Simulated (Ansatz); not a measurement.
MoS2, a slab with vacuum:

```xyz
9
Lattice="3.1840 0.0000 0.0000 -1.5920 2.7574 0.0000 0.0000 0.0000 28.3873" Properties=species:S:1:pos:R:3 pbc="T T T"
Mo    0.0000    1.8383    6.4770
Mo    0.0000    1.8383   21.9103
Mo    1.5920    0.9191    0.0000
S     1.5920    0.9191    4.9250
S     1.5920    0.9191   20.3590
S     0.0000    1.8383   26.8355
S     1.5920    0.9191    8.0283
S     1.5920    0.9191   23.4623
S     0.0000    1.8383    1.5518
```

Base run:

```yaml
Program: Ansatz 0.2.0
Functional: r2SCAN
Potentials_or_basis: Ansatz PAW
Cutoff: 500 eV
Density_cutoff: 2000 eV
k_mesh: 10 × 10 × 1
Occupations: fermi-dirac, width 0.05 eV
Spin: no spin polarisation
```

Its results: band gap on the k mesh 1.38 eV, indirect (least direct gap 1.99 eV); largest force 0.017 eV/Å.

Problem. The run is repeated on the same cell with these changes: functional from r2SCAN to BLYP; cutoff from 500 eV to 420 eV; density cutoff from 2000 eV to 1680 eV. What comes out?

Solution. Band gap on the k mesh 1.29 eV, indirect (least direct gap 1.87 eV); largest force 0.724 eV/Å.

Caveats: the k mesh misses the band edges, so the gap on the mesh is wider than the one along the path; the PAW data sets come from PBE, with cores solved anew for the run's functional, which leaves a small shift of forces and pressure; the potentials were made for another functional, which shifts forces and pressure (some runs).

Not every run made on this cell is shown here.
